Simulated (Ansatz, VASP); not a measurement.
**One calculation of MgO, two programs**

The input POSCAR:

```
MgO
1.0
    0.0000000000      2.0809329073      2.0809329073
    2.0809329073      0.0000000000      2.0809329073
    2.0809329073      2.0809329073      0.0000000000
Mg O
1 1
Direct
    0.0000000000      0.0000000000      0.0000000000
    0.5000000000      0.5000000000      0.5000000000
```

INCAR.step1

```
ALGO = Normal ; EDIFF = 1E-4
ENCUT = 520 ; GGA = PE
ISMEAR = 0 ; LASPH = True
LCHARG = False ; LREAL = False
LWAVE = True ; NBANDS = 11
NELM = 60 ; PREC = Accurate
SIGMA = 0.02
```

INCAR.step2

```
ALGO = Normal ; EDIFF = 1E-6
ENCUT = 520 ; ISIF = 2
ISMEAR = 0 ; ISTART = 1
LASPH = True ; LCHARG = False
LMIXTAU = True ; LREAL = False
LWAVE = False ; METAGGA = R2SCAN
NBANDS = 11 ; NELM = 60
PREC = Accurate ; SIGMA = 0.02
```

KPOINTS

```
k-points
0
Gamma
  10 10 10
```

Input for Ansatz:

```yaml
crystal:
  lattice:
    - [0.0, 2.0809329073, 2.0809329073]
    - [2.0809329073, 0.0, 2.0809329073]
    - [2.0809329073, 2.0809329073, 0.0]
  atoms:
    - { symbol: Mg, position: [0.0, 0.0, 0.0] }
    - { symbol: O, position: [0.5, 0.5, 0.5] }
basis:
  ecutwfc: 500
kpoints:
  mp_grid: { grid: [10, 10, 10] }
hamiltonian:
  xc: r2scan
scf:
  occupations: { method: gaussian, width: 0.02 }
output:
  forces: true
  stress: true
  eigenvalues: true
```

Alike in both runs: task single point; functional r2SCAN; k mesh 10 × 10 × 10; occupations gaussian, width 0.02 eV; no spin polarisation.

```csv
,VASP,Ansatz
version,VASP 6.6.1,Ansatz 0.2.0
potentials or method,"VASP PAW PBE potentials, release 64 (Mg, O)","scalar-relativistic, plane waves, PAW"
plane-wave cutoff (eV),520,500
valence electrons in the cell,8,16
```

```tsv
	VASP	Ansatz	Ansatz less VASP
gap on the k mesh at the Fermi level (eV)	5.98	6.00	+0.025
least direct gap on the mesh (eV)	5.98	6.00	+0.025
pressure (GPa)	4.3	5.4	+1.16
```

The two sets of potentials don't hold the same shells in valence.

Caveats: the PAW data sets were made with another functional, which shifts forces and pressure a little (VASP). r2SCAN opens gaps a little over a GGA but as a rule still falls short of measured ones.
